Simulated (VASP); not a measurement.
These are PBEsol GGA, VASP's PBE PAW potentials (set 64) (plane waves; VASP 6.6.1) values and carry that method's errors.

VASP ran on this input.

KPOINTS:
```
Automatic mesh
0
Gamma
7 7 7
0 0 0
```

POSCAR:
```
CsCl
1
    4.0723852899     0.0000000000     0.0000000000
    0.0000000000     4.0723852899     0.0000000000
    0.0000000000     0.0000000000     4.0723852899
Cs Cl
1 1
Direct
  0.0000000000   0.0000000000   0.0000000000
  0.5000000000   0.5000000000   0.5000000000
```

INCAR:
```
SYSTEM = CsCl
PREC = Accurate
ENCUT = 400
EDIFF = 1E-7
NELM = 100
ALGO = Normal
LREAL = .FALSE.
LASPH = .TRUE.
ISMEAR = -5
GGA = PS
LMAXMIX = 4
LWAVE = .FALSE.
LCHARG = .TRUE.
LORBIT = 11
NEDOS = 601
ISIF = 2
```

POTCAR, in this order: Cs_sv Cl (PBE.64 set). Program: vasp_std.

Output

OSZICAR:
```
       N       E                     dE             d eps       ncg     rms          rms(c)
DAV:   1     0.849122519003E+02    0.84912E+02   -0.60841E+03   480   0.947E+02
DAV:   2    -0.147043544384E+01   -0.86383E+02   -0.80922E+02   700   0.173E+02
DAV:   3    -0.714156826934E+01   -0.56711E+01   -0.56527E+01   604   0.514E+01
DAV:   4    -0.719611220374E+01   -0.54544E-01   -0.54524E-01   576   0.617E+00
DAV:   5    -0.719693475887E+01   -0.82256E-03   -0.82237E-03   608   0.729E-01    0.212E+00
DAV:   6    -0.688719825670E+01    0.30974E+00   -0.53543E-01   540   0.429E+00    0.153E+00
DAV:   7    -0.684746435490E+01    0.39734E-01   -0.16768E-01   648   0.236E+00    0.872E-01
DAV:   8    -0.684610134234E+01    0.13630E-02   -0.12401E-02   560   0.831E-01    0.123E-01
DAV:   9    -0.684624131615E+01   -0.13997E-03   -0.24216E-03   632   0.328E-01    0.101E-01
DAV:  10    -0.684631295329E+01   -0.71637E-04   -0.18122E-04   564   0.112E-01    0.215E-02
DAV:  11    -0.684632526674E+01   -0.12313E-04   -0.36268E-05   604   0.407E-02    0.569E-03
DAV:  12    -0.684632474262E+01    0.52412E-06   -0.78147E-06   572   0.177E-02    0.192E-03
DAV:  13    -0.684632460739E+01    0.13523E-06   -0.40506E-07   592   0.469E-03    0.815E-04
DAV:  14    -0.684632464868E+01   -0.41287E-07   -0.17886E-07   436   0.249E-03
   1 F= -.68463246E+01 E0= -.68463246E+01  d E =0.000000E+00
```

OUTCAR:
```
------------------------ aborting loop because EDIFF is reached ----------------------------------------
  FORCE on cell =-STRESS in cart. coord.  units (eV):
  Direction    XX          YY          ZZ          XY          YZ          ZX
  --------------------------------------------------------------------------------------
  Total       -0.0011788     -0.0011788     -0.0011788      0.0000000      0.0000000      0.0000000
  in kB       -0.0279640     -0.0279640     -0.0279640      0.0000000      0.0000000      0.0000000
  external PRESSURE =      -0.0279640 kB  Pullay stress =       0.0000000 kB
  volume of cell :       67.54
      direct lattice vectors                 reciprocal lattice vectors
     4.072385290  0.000000000  0.000000000     0.245556333  0.000000000  0.000000000
     0.000000000  4.072385290  0.000000000     0.000000000  0.245556333  0.000000000
     0.000000000  0.000000000  4.072385290     0.000000000  0.000000000  0.245556333
 POSITION                                       TOTAL-FORCE (eV/Angst)
 -----------------------------------------------------------------------------------
      0.00000      0.00000      0.00000         0.000000      0.000000      0.000000
      2.03619      2.03619      2.03619         0.000000      0.000000      0.000000
 -----------------------------------------------------------------------------------
    total drift:                                0.000000      0.000000      0.000000
  FREE ENERGIE OF THE ION-ELECTRON SYSTEM (eV)
  ---------------------------------------------------
  free  energy   TOTEN  =        -6.8463246487 eV

  energy  without entropy=       -6.8463246487  energy(sigma->0) =       -6.84632465

 total charge

# of ion       s       p       d       tot
------------------------------------------
    1        1.853   4.692   0.035   6.579
    2        1.581   3.519   0.000   5.100
--------------------------------------------------
tot          3.434   8.211   0.035  11.680
```
(Selected blocks of OUTCAR.)

The structure comes from a measured CsCl entry (Pm-3m) of the Crystallography Open Database, whose conditions weren't checked. It was relaxed first.
